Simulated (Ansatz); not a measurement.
## GeO2 with two functionals, pressure 4.2 GPa

Consider GeO2 in the rutile structure (space group P4_2/mnm, No. 136; a = 4.488 Å, c = 2.905 Å).

(Cell as relaxed with PBE.)

Levels (all Ansatz, an electronic-structure program, PAW): PBE (420 eV, no SOC); r2SCAN (500 eV, no SOC).

Each level relaxes its own structure.

| base | PBE | r2SCAN |
|---|---|---|
| volume per atom | 9.75 Å³ | 9.31 Å³ |
| lattice parameter a | 4.488 Å | 4.411 Å |
| band gap | 1.23 eV | 2.51 eV |

It is then changed as follows: a hydrostatic pressure of 4.2 GPa.

| quantity | PBE | r2SCAN |
|---|---|---|
| c/a ratio | 0.651 | … |
| electron mass | 0.20 mₑ along c, 0.24 mₑ across (at Γ) | … |
| lattice parameter a | 4.448 Å | … |

Task: Predict the r2SCAN column.

Result: 
- c/a ratio, r2SCAN: 0.653
- electron mass, r2SCAN: 0.23 mₑ along c, 0.29 mₑ across (at Γ)
- lattice parameter a, r2SCAN: 4.381 Å

PBE's c/a ratio lies 0.002 below r2SCAN's; PBE's lattice parameter a lies 0.0676 Å above r2SCAN's (1.5 %). Neither level is exact; r2SCAN is the comparison here, not a measurement.

Load acts through the strain it causes; cell and atoms are relaxed under it. Effective masses come from finite differences of ±0.01 Å⁻¹. Whether these cells are dynamically stable was not tested.
